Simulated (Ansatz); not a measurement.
## From three elastic constants to directional properties of InSb

All numbers below come from Ansatz 0.2.0, DFT PBE, scalar-relativistic, plane waves, PAW. Plane waves to 420 eV; Γ-centred k mesh 12×12×12; Fermi-Dirac smearing of 0.15 eV. No spin polarisation.

Equilibrium structure at this level:
```cif
data_structure
_symmetry_space_group_name_H-M 'F-43m'
_symmetry_Int_Tables_number 216
_cell_length_a 6.6371
_cell_length_b 6.6371
_cell_length_c 6.6371
_cell_angle_alpha 90.000
_cell_angle_beta 90.000
_cell_angle_gamma 90.000
_cell_volume 292.38
loop_
_atom_site_label
_atom_site_type_symbol
_atom_site_symmetry_multiplicity
_atom_site_Wyckoff_symbol
_atom_site_fract_x
_atom_site_fract_y
_atom_site_fract_z
_atom_site_occupancy
In1 In 4 a 0.00000 0.00000 0.00000 1
Sb1 Sb 4 d 0.25000 0.25000 0.75000 1
```

In a metal, frequencies and elastic constants depend on the k mesh and the smearing, soft modes and shear constants most.

With ions relaxed, on the cubic axes: C11 = 53.6, C12 = 27.8, C44 = 24.4 GPa. The density is 5.375 g/cm³.

**Question.** Is the crystal stable against strain, and how anisotropic is it?

**Answer.** Born's conditions hold: C11 + 2C12 = 109.1, C11 − C12 = 25.8 and C44 = 24.4 GPa are all positive. B = (C11 + 2C12)/3 = 36.4 GPa. The two shear moduli are C44 and C′ = (C11 − C12)/2 = 12.9 GPa, so Zener's ratio is A = C44/C′ = 1.89: the tetragonal shear C′ is the soft one, as in many fcc and bcc metals and zincblende crystals. The Cauchy pressure C12 − C44 is 3.4 GPa; it would vanish for pair forces between atoms on inversion centres at zero pressure, and a positive value is usual with metallic or many-body binding, and where atoms off inversion centres relax under shear, which lowers C44.

**Question.** Give the sound speeds along the three symmetry directions.

**Answer.** The Christoffel equation gives ρv² for each branch:
```tsv
direction	branch	ρv²	GPa	v (m/s)
[100]	L	C11	53.6	3157
[100]	T (×2)	C44	24.4	2131
[110]	L	(C11 + C12 + 2C44)/2	65.1	3479
[110]	T, u ∥ [001]	C44	24.4	2131
[110]	T, u ∥ [1-10]	(C11 − C12)/2	12.9	1549
[111]	L	(C11 + 2C12 + 4C44)/3	68.9	3580
[111]	T (×2)	(C11 − C12 + C44)/3	16.7	1764
```

**Question.** How does Young's modulus depend on direction?

**Answer.** Inverting gives S11 = 28.905, S12 = -9.870, S44 = 40.984 TPa⁻¹. Along a unit vector (l, m, n), 1/E = S11 − 2(S11 − S12 − S44/2)(l²m² + m²n² + n²l²), where the last bracket is 0, 1/4 and 1/3 for [100], [110] and [111]: E = 35, 51 and 60 GPa. With A > 1 the body diagonal is stiffest. For a film on (001), the biaxial modulus is C11 + C12 − 2C12²/C11 = 53 GPa and the normal strain is −2C12/C11 = -1.04 times the in-plane one.

The bands only touch here, so at this level the crystal is a zero-gap semiconductor or semimetal, not an ordinary metal; spin–orbit coupling, left out, can open or move such a gap.

InSb resists tetragonal shear least, with C′ at 12.9 GPa against 24.4 GPa for C44, and is stiffest under uniaxial load along [111]. This follows from the tetrahedral network: a load along a cube axis is taken up largely by bending bond angles, whereas one along a body diagonal directly stretches the bonds parallel to it. Long bonds between heavy atoms with diffuse valence orbitals, and their partial polarity, keep the angular restoring forces weak. The positive Cauchy pressure is therefore no evidence of metallic bonding, since internal relaxation can produce it in a covalent crystal.

The lattice is larger and elastically softer than that of real InSb, as expected from the underbinding of PBE. The touching bands also conflict with the small direct gap known for this semiconductor. The likely cause is the semilocal functional, which places the s-like conduction state too low relative to the p-like valence top. Spin-orbit coupling alone would probably not cure this, because it raises the valence top further.
